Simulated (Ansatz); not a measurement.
BaTiO3 (R3m) from a database of computed structures was relaxed with 3 functionals in Ansatz 0.2.0, cell and atoms free, the symmetry of the start kept (meshes: PBE 6×6×6, r2SCAN 6×6×6, PBEsol 6×6×6). Calculated for a static, non-magnetic cell.

The PBEsol result:
```cif
data_structure
_symmetry_space_group_name_H-M 'R3m:H'
_symmetry_Int_Tables_number 160
_cell_length_a 5.6347
_cell_length_b 5.6347
_cell_length_c 6.9252
_cell_angle_alpha 90.000
_cell_angle_beta 90.000
_cell_angle_gamma 120.000
_cell_volume 190.41
loop_
_atom_site_label
_atom_site_type_symbol
_atom_site_symmetry_multiplicity
_atom_site_Wyckoff_symbol
_atom_site_fract_x
_atom_site_fract_y
_atom_site_fract_z
_atom_site_occupancy
Ba1 Ba 3 a 0.33333 0.66667 0.66709 1
Ti1 Ti 3 a 0.33333 0.66667 0.17815 1
O1 O 9 b 0.16876 0.83124 0.31973 1
```

Space group R3m (No. 160), trigonal; conventional cell a = 5.635 Å, c = 6.925 Å, 12.69 Å³ an atom. Ba has 12 O at 2.76–2.89 Å; Ti has 6 O at 1.88–2.12 Å; O has 2 Ti at 1.88–2.12 Å and 4 Ba at 2.76–2.89 Å.

(1) Order the functionals by the relaxed volume, smallest first.
A. PBEsol
B. PBE
C. r2SCAN

(2) What lattice does PBE give?

(3) What lattice does r2SCAN give?

## Answers

(1) A (12.69 Å³/atom), C (13.03 Å³/atom), B (13.38 Å³/atom).

(2) a = 5.726 Å, c = 7.069 Å; the volume differs by +5.4 % from PBEsol's. Around Ba lie 12 O at 2.78–2.98 Å; around Ti lie 6 O at 1.87–2.21 Å; around O lie 2 Ti at 1.87–2.21 Å and 4 Ba at 2.78–2.98 Å.

(3) a = 5.680 Å, c = 6.994 Å; the volume differs by +2.6 % from PBEsol's. Ba has 12 O at 2.78–2.93 Å; Ti has 6 O at 1.87–2.16 Å; O has 2 Ti at 1.87–2.16 Å and 4 Ba at 2.78–2.93 Å.
